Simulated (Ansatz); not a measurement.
**NaH at 25 GPa: from Born charge to LO–TO splitting and polaron coupling**

Computed with DFT PBEsol, scalar-relativistic, plane waves, PAW in Ansatz 0.2.0. Plane waves to 420 eV; Γ-centred k mesh 10×10×10; fixed occupations. No spin polarisation. Phonons by linear response, acoustic sum rule imposed.

The cell, relaxed at 25 GPa:
```
Na H
1.0
     0.00000    2.06345    2.06345
     2.06345    0.00000    2.06345
     2.06345    2.06345    0.00000
Na H
1 1
Cartesian
  0.0000 0.0000 0.0000
  2.0634 2.0634 2.0634
```

Other phases may be more stable at this pressure.

Linear response gives ν_TO = 1011.3 cm⁻¹, Born charges ±0.812 e (positive on Na) and ε∞ = 3.263. The primitive cell holds 17.572 Å³, and the masses are 22.990 and 1.008 amu.

Question: Find ν_LO and the static dielectric constant.

Answer: The long-wave field adds a restoring force: ω_LO² − ω_TO² = Z*²e²/(ε_vac ε∞ μV). In these units ν_LO² − ν_TO² = 4.92064×10⁷ Z*²/(μ V ε∞) cm⁻², with μ = m₁m₂/(m₁ + m₂) = 0.966 amu: 586647 cm⁻². So ν_LO = √(1011.3² + 586647) = 1268.6 cm⁻¹, and the run gives 1268.6. Lyddane–Sachs–Teller then gives ε0 = ε∞ (ν_LO/ν_TO)² = 5.13, against 5.13 in the run (it forms both from the same three quantities, so the match checks the arithmetic only). Between ν_TO and ν_LO the dielectric function is negative and an undamped crystal reflects fully: a reststrahlen band from 7.9 to 9.9 μm.

Question: What do the Clausius–Mossotti polarisability and the Szigeti charge come to?

Answer: With the Lorentz local field, α = (3V/4π)(ε∞ − 1)/(ε∞ + 2) = 1.80 Å³ for the pair, and e_S = 3Z*/(ε∞ + 2) = 0.46 e. The Born charge includes the electrons' response to the dipole's own local field, and e_S takes that enhancement out. The Lorentz field assumes point-like polarisable ions, a fair picture at this small ε∞.

Question: How strongly does a slow electron couple to the LO mode?

Answer: For one isotropic parabolic band, Fröhlich's constant is α_F = (1/ε∞ − 1/ε0) √(m* Ry/ħω_LO), with Ry = 13.606 eV, ħω_LO = 157.3 meV and m* in free-electron masses: α_F = 0.1117 × 9.30 × √m* = 1.04 √m*. The band mass isn't part of this run; for m* = 0.1, 0.3 and 1 it gives 0.33, 0.57, 1.04. In weak coupling the polaron lies α_F ħω_LO below the band edge (90 meV at m* = 0.3) with a mass m*(1 + α_F/6); past α_F of about 5 or 6 that expansion fails. A semilocal functional's ε∞ tends to be too large, which taken alone lowers α_F.

Cost: 1 run of about 0.17 core-minutes, on Arm Neoverse N1 (shared hosts).